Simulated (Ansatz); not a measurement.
The system is HgTe (Coloradoite).

```
Hg Te
1.0
     0.00000    3.21450    3.21450
     3.21450    0.00000    3.21450
     3.21450    3.21450    0.00000
Hg Te
1 1
Direct
  0.00000 0.00000 0.00000
  0.75000 0.75000 0.75000
```

Program: Ansatz 0.2.0. Alike in all runs: potentials or basis Ansatz PAW; cell as given.

Order these runs on this cell by their pressure, lowest first.
A. level RPBE; spin off; k mesh 7 × 7 × 7; cutoff (eV) 420; smearing fermi-dirac 0.05 eV; points for each segment of the path 14
B. level PBE; spin off; k mesh 7 × 7 × 7; cutoff (eV) 420; smearing gaussian 0.027 eV
C. level BLYP; spin off; k mesh 7 × 7 × 7; cutoff (eV) 420; smearing fermi-dirac 0.05 eV; points for each segment of the path 14
D. level SVWN5; spin off; k mesh 7 × 7 × 7; cutoff (eV) 420; smearing fermi-dirac 0.05 eV; points for each segment of the path 14
E. level r2SCAN; spin SOC, no magnetisation; k mesh 5 × 5 × 5; cutoff (eV) 500; smearing fermi-dirac 0.05 eV; points for each segment of the path 14

D (0.1 GPa), E (2.8 GPa), B (4.6 GPa), A (6.3 GPa), C (7.8 GPa).

Caveats: the PAW data sets come from PBE, with cores solved anew for the run's functional, which leaves a small shift of forces and pressure (some runs); the potentials were made for another functional, which shifts forces and pressure (some runs).

Not every run made on this cell is shown here.
